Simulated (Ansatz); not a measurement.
**Strain and the gap of KBr (wurtzite)**

KBr built on the wurtzite prototype (no longer in that coordination), relaxed with r2SCAN in the PAW code Ansatz. It is hexagonal, P6_3/mmc (No. 194); a = 5.619 Å, c = 6.554 Å in the conventional setting, 44.79 Å³ an atom. K has 5 Br at 3.24–3.28 Å; Br has 5 K at 3.24–3.28 Å. The cell started from the wurtzite prototype, but the relaxation took it to the higher symmetry P6_3/mmc (No. 194), so the name no longer describes it.

The axes x, y and z are those of this cell:
```
CELL_PARAMETERS angstrom
5.61858 0.00000 0.00000
-2.80929 4.86583 0.00000
0.00000 0.00000 6.55383
ATOMIC_POSITIONS crystal
K 0.33333 0.66667 0.93750
K 0.66667 0.33333 0.43750
Br 0.33333 0.66667 0.43750
Br 0.66667 0.33333 0.93750
```

Unstrained: With PBE the gap is 4.189 eV and direct, at Γ. With r2SCAN the gap is 4.764 eV and direct, at Γ. The HSE06 gap is direct at Γ: 5.298 eV. Meshes: PBE 6×6×4, r2SCAN 6×6×4, HSE06 6×6×4. Strains are changes of length per length. After each strain the atoms were relaxed again with r2SCAN within the symmetry that the strain leaves, so tilts or polar shifts that break it weren't tested; points keep the names that they have in the unstrained zone. These are computed values for a spin-unpolarised cell that may be hypothetical; none is a measurement.

Changes of the least gap in eV (an overlap counts as a negative gap):
```tsv
strain	volume change (%)	space group	PBE	r2SCAN	HSE06	energy rise, r2SCAN (meV/atom)
epitaxial -0.5 % in the xy plane, free normal strain +0.16 %	-0.8	P6_3/mmc	+0.012	+0.011	+0.014	0.2
epitaxial +0.5 % in the xy plane, free normal strain -0.07 %	+0.9	P6_3/mmc	-0.014	-0.011	-0.015	0.2
isotropic +1.5 % on every length	+4.6	P6_3/mmc	-0.067	-0.055	–	3.0
uniaxial +2.5 % along x	+2.5	Cmcm	-0.038	-0.030	–	1.2
```

Epitaxial -0.5 % in the xy plane, free normal strain +0.16 %. HSE06: the gap goes from 5.298 to 5.312 eV (+0.014 eV). Stress change with r2SCAN, compression positive: xx +0.15, yy +0.15, zz -0.02 GPa.

Epitaxial +0.5 % in the xy plane, free normal strain -0.07 %. HSE06: the gap goes from 5.298 to 5.283 eV (-0.015 eV). Stress change with r2SCAN, compression positive: xx -0.14, yy -0.14, zz -0.01 GPa.

Isotropic +1.5 % on every length. r2SCAN: the gap goes from 4.764 to 4.709 eV (-0.055 eV). Stress change with r2SCAN, compression positive: xx -0.45, yy -0.45, zz -0.55 GPa. For r2SCAN, dE_g/d ln V = -1.2 eV over this step.

Uniaxial +2.5 % along x, other directions held. r2SCAN: the gap goes from 4.764 to 4.734 eV (-0.030 eV). Stress change with r2SCAN, compression positive: xx -0.37, yy -0.32, zz -0.09 GPa.

Spin-orbit coupling is left out.

The meshes of the hybrids are coarse, so their gaps aren't converged to the digits shown.
